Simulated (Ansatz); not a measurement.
TiCo:

```
Co Ti
1.0
     2.98611    0.00000    0.00000
     0.00000    2.98611    0.00000
     0.00000    0.00000    2.98611
Co Ti
1 1
Direct
  0.50000 0.50000 0.50000
  0.00000 0.00000 0.00000
```

The cell comes from a database or a generator and needn't be the stable form of this composition.

```yaml
Program: Ansatz 0.2.0
Task: relaxation of cell and atoms
Functional: PBE
Dispersion: D3(BJ)
Potentials_or_basis: all-electron LAPW, scalar-relativistic
Basis_error_allowed: 0.001 eV/atom
k_mesh: 9 × 9 × 9
Occupations: fermi-dirac, width 0.05 eV
Spin: collinear spin, ferromagnetic start
Starting_moments: "[2.0, 1.0] μB"
```

At the start: volume 13.31 Å³/atom.

**Question.** Where does the relaxation end?

**Answer.** Over 4 steps the energy falls by 13.5 meV/atom and the volume is 12.74 Å³/atom (-4.3 %); space group Pm-3m (No. 221, to 0.05 Å); moment 0.77 μB per cell.

The path:
```tsv
step	energy change (eV)	largest force (eV/Å)	volume (Å³)
1	0.0000	0.0000	26.63
2	-0.0269	0.0000	25.53
3	-0.0270	0.0000	25.47
4	-0.0270	0.0000	25.47
```

Final structure:
```
Co Ti
1.0
     2.94230    0.00000    0.00000
     0.00000    2.94230    0.00000
     0.00000    0.00000    2.94230
Co Ti
1 1
Direct
  0.50000 0.50000 0.50000
  0.00000 0.00000 0.00000
```
